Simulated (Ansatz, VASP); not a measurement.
## Si (a cell with a defect): VASP beside Ansatz

```
CELL_PARAMETERS angstrom
0.00000 5.43000 5.43000
5.43000 0.00000 5.43000
5.43000 5.43000 0.00000
ATOMIC_POSITIONS crystal
Si 0.00455 0.00321 0.00202
Si 0.13425 0.12463 0.12345
Si 0.01791 0.96005 0.51756
Si 0.13130 0.10790 0.63071
Si 0.01784 0.51878 0.95883
Si 0.13158 0.63184 0.10646
Si 0.97353 0.47464 0.47331
Si 0.10056 0.60174 0.60042
Si 0.50889 0.01026 0.00871
Si 0.63339 0.13392 0.13293
Si 0.50258 0.00335 0.50408
Si 0.62380 0.12460 0.63409
Si 0.50284 0.50504 0.00242
Si 0.62372 0.63562 0.12334
Si 0.45907 0.51875 0.51745
Si 0.60660 0.63200 0.63114
Si 0.83627 0.33739 0.33606
```

Alike in both runs: functional PBEsol; k mesh 2 × 2 × 2; occupations gaussian, width 0.02 eV; no spin polarisation.

Ansatz relaxed the structure, and its values are those at the end. VASP's run is a single point on that final structure, the one shown.

```csv
,VASP,Ansatz
version,VASP 6.6.1,Ansatz 0.2.0
potentials or method,"VASP PAW PBE potentials, release 64 (Si)","scalar-relativistic, plane waves, PAW"
plane-wave cutoff (eV),520,420
valence electrons in the cell,68,68
```

```tsv
	VASP	Ansatz	Ansatz less VASP
rms of the force components (eV/Å)	0.004	0.004	-0.0004
```

Ansatz warned: «pseudo_functional_mismatch».

Caveats: the k mesh is coarse (spacing up to 0.50 Å⁻¹), so the values aren't converged; the PAW data sets were made with another functional, which shifts forces and pressure a little (VASP).
